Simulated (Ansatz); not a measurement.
# SiC: the cost of one run

Method: DFT PBEsol, scalar-relativistic, plane waves, PAW, in Ansatz 0.2.0.

17 further runs of the same task are left out: 17 set aside as unsound or not needed. Runs told in other sessions of the task aren't counted.

**1. Starting point**

It takes space group P6_3mc (No. 186, hexagonal). Conventional cell: a = 3.078 Å, b = 3.078 Å, c = 10.076 Å, α = 90.00°, β = 90.00°, γ = 120.00°. Around Si (site symmetry 3m) lie 4 C at 1.89 Å. Around Si (site symmetry 3m) lie 4 C at 1.88 to 1.89 Å. Around C (site symmetry 3m) lie 4 Si at 1.88 to 1.89 Å. Around C (site symmetry 3m) lie 4 Si at 1.89 Å.

As a file:

```
Si C
1.0
     3.07807    0.00000    0.00000
    -1.53903    2.66568    0.00000
     0.00000    0.00000   10.07581
Si C
4 4
Direct
  0.66667 0.33333 0.93783
  0.33333 0.66667 0.43783
  0.00000 0.00000 0.68790
  0.00000 0.00000 0.18790
  0.66667 0.33333 0.74982
  0.33333 0.66667 0.24982
  0.00000 0.00000 0.50045
  0.00000 0.00000 0.00045
```

It goes back to an entry of the Materials Project.

It is the result of an earlier relaxation at this level (volume 10.33 Å³/atom; gap on the mesh: 2.12 eV).

**2. The scan**

The energy is mapped over the lattice constants a and c of the conventional cell.

The axes are (1) lattice constant a (and b): 7 values from 2.863 to 3.293 Å; (2) lattice constant c: 7 values from 9.270 to 10.882 Å.

Nothing else is relaxed (fractional coordinates fixed). Energies count from the relaxed crystal. Points are written as (first, second).

**3. The run at (2.863 Å, 10.613 Å)**

File input.yaml:

```yaml
crystal:
  lattice:
    - [2.8626, 0.0, 0.0]
    - [-1.4313, 2.4790843209, 0.0]
    - [0.0, 0.0, 10.6132]
  atoms:
    - { symbol: Si, position: [0.6666666667, 0.3333333333, 0.9378278494] }
    - { symbol: Si, position: [0.3333333333, 0.6666666667, 0.4378278494] }
    - { symbol: Si, position: [0.0, 0.0, 0.6878973398] }
    - { symbol: Si, position: [0.0, 0.0, 0.1878973398] }
    - { symbol: C, position: [0.6666666667, 0.3333333333, 0.7498191768] }
    - { symbol: C, position: [0.3333333333, 0.6666666667, 0.2498191768] }
    - { symbol: C, position: [0.0, 0.0, 0.500454634] }
    - { symbol: C, position: [0.0, 0.0, 0.000454634] }
basis:
  ecutwfc: 520.0
kpoints:
  mp_grid: { grid: [12, 12, 4] }
hamiltonian:
  xc: pbesol
  pseudopotentials: { kind: paw, azcp: { folder: soft_1 } }
scf:
  occupations: { method: gaussian, width: 0.05 }
output:
  forces: true
  stress: true
  eigenvalues: true
  write_density: true
  write_potential: true
  elf: true
  volumetric_format: npy
```

Launch:

```bash
$ ansatz run input.yaml --threads 2 --pin off --max-ram 4096MiB --backend cpu --events-out ev --progress --plain --runs-dir out
```

**Question.** How long does this run take on 2 threads of Arm Neoverse N1, shared host, and how much memory does it need?

About 16 s, with a peak of 0.39 GiB.
